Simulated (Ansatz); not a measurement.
## Relaxing SrTe in the rocksalt type

First guess:

```
CELL_PARAMETERS angstrom
0.00000 3.21951 3.21951
3.21951 0.00000 3.21951
3.21951 3.21951 0.00000
ATOMIC_POSITIONS crystal
Sr 0.00000 0.00000 0.00000
Te 0.50000 0.50000 0.50000
```

Theory: DFT, PBE, PAW with Ansatz's default frozen-core files, scalar-relativistic (Ansatz 0.2.0).

Cell and atoms relax within the symmetry of the start on a 11×11×11 k mesh with 0.03 eV Fermi–Dirac smearing.

The start is built from a prototype, known or not as a phase of this compound; the cutoff is 420 eV.

No spin–orbit coupling, which matters for the heavy atoms here.

Q: What is the pressure of the first guess?

A: 5.39 GPa.

Q: What does it relax to?

A: a = 6.718 Å, b = 6.718 Å, c = 6.718 Å, α = 90.00°, β = 90.00°, γ = 90.00° (conventional cell), 37.91 Å³ per atom:
```
CELL_PARAMETERS angstrom
0.00000 3.35918 3.35918
3.35918 0.00000 3.35918
3.35918 3.35918 0.00000
ATOMIC_POSITIONS crystal
Sr 0.00000 0.00000 0.00000
Te 0.50000 0.50000 0.50000
```

Q: How much energy does the relaxation release?

A: 68 meV/atom.
